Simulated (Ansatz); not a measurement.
# ZnSe: the cost of one run

Computed with Ansatz 0.2.0 (DFT PBEsol, frozen-core PAW, scalar-relativistic unless said, unless a step's input says otherwise).

### Step 1. The structure to begin with

It takes space group F-43m (No. 216, cubic). Conventional cell: a = 5.668 Å, b = 5.668 Å, c = 5.668 Å, α = 90.00°, β = 90.00°, γ = 90.00°. Around Zn (site symmetry -43m) lie 4 Se at 2.45 Å. Around Se (site symmetry -43m) lie 4 Zn at 2.45 Å.

As a file:

```
CELL_PARAMETERS angstrom
0.00000 2.83380 2.83380
2.83380 0.00000 2.83380
2.83380 2.83380 0.00000
ATOMIC_POSITIONS crystal
Zn 0.00000 0.00000 0.00000
Se 0.75000 0.75000 0.75000
```

Cartesian axes are those of the input's lattice vectors. The structure goes back to a database entry.

### Step 2. Cell and atoms relaxed, PAW

File input.yaml:

```yaml
crystal:
  lattice:
    - [0.0, 2.8338, 2.8338]
    - [2.8338, 0.0, 2.8338]
    - [2.8338, 2.8338, 0.0]
  atoms:
    - { symbol: Zn, position: [0.0, 0.0, 0.0] }
    - { symbol: Se, position: [0.75, 0.75, 0.75] }
kpoints:
  mp_grid: { grid: [14, 14, 14] }
scf:
  occupations: { method: fermi_dirac, width: 0.1 }
hamiltonian:
  xc: pbesol
  pseudopotentials: { kind: paw }
relax:
  f_tol: 0.002
  max_steps: 80
  cell: {}
output:
  forces: true
  stress: true
```

Run with:

```console
ansatz run input.yaml --threads 1 --pin off --max-ram 3072MiB --backend cpu --events-out ev --progress --plain --runs-dir out
```

Q: Estimate wall time and peak memory on 1 thread of Arm Neoverse V2, shared host.

About 24 s, with a peak of 0.39 GiB.
